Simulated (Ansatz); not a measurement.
**Band table of C (simple hexagonal type)**

```
C
1.0
     1.41523    0.00000    0.00000
    -0.70761    1.22562    0.00000
     0.00000    0.00000    1.30448
C
1
Direct
  0.00000 0.00000 0.00000
```

The cell comes from a relaxation on PAW files under the same functional, begun from a prototype that needn't be the stable phase.

Level of theory: DFT with PBE, scalar-relativistic, in Ansatz 0.2.0; a Γ-centred 24×24×22 k mesh, Fermi–Dirac smearing of 0.1 eV, no spin polarisation. LAPW: all electrons, basis error target 1 meV/atom.

This run: volume at 0.4 of the series' base cell.

Path points, in fractions of the reciprocal vectors: Γ (0.000, 0.000, 0.000), M (0.500, 0.000, 0.000), K (0.333, 0.333, 0.000), A (0.000, 0.000, 0.500), L (0.500, 0.000, 0.500), H (0.333, 0.333, 0.500). Levels in eV from the Fermi level; bands 2 to 5, counted from the lowest band of the run. The gap is zero, the pressure 1629 GPa.

```
# k(1/Å) point b2 b3 b4 b5
0.000 Γ -41.02 20.14 22.49 22.49
0.641 - -39.90 15.88 19.50 21.28
1.282 - -36.57 3.37 14.45 24.46
1.922 - -31.29 -8.69 10.79 28.62
2.563 M -26.99 -15.39 9.51 30.89
2.933 - -26.49 -15.31 6.35 31.09
3.303 - -24.99 -15.27 0.55 31.63
3.673 - -22.50 -16.08 -4.20 32.27
4.043 K -19.02 -19.02 -5.81 32.61
4.783 - -27.82 -9.26 -2.29 30.59
5.523 - -35.07 3.72 5.21 25.75
6.263 - -39.53 15.21 17.10 21.65
7.003 Γ -41.02 20.14 22.49 22.49
7.605 - -40.02 10.68 23.41 23.41
8.207 - -37.05 -2.28 25.93 25.93
8.809 - -32.36 -13.24 29.07 29.07
9.411 A -28.43 -19.27 30.66 30.66
10.052 - -27.00 -18.69 28.16 28.35
10.693 - -22.81 -16.97 20.73 24.09
11.334 - -16.44 -14.49 12.61 13.40
11.975 L -13.02 -11.73 5.86 8.98
12.344 - -12.54 -11.38 6.38 7.03
12.714 - -11.08 -10.40 3.04 7.94
13.084 - -9.11 -8.67 -1.28 10.53
13.454 H -8.35 -5.32 -5.32 14.16
14.194 - -13.00 -11.81 3.98 14.52
14.934 - -21.00 -16.10 15.86 24.93
15.674 - -26.53 -18.49 26.76 28.24
16.414 A -28.43 -19.27 30.66 30.66
```
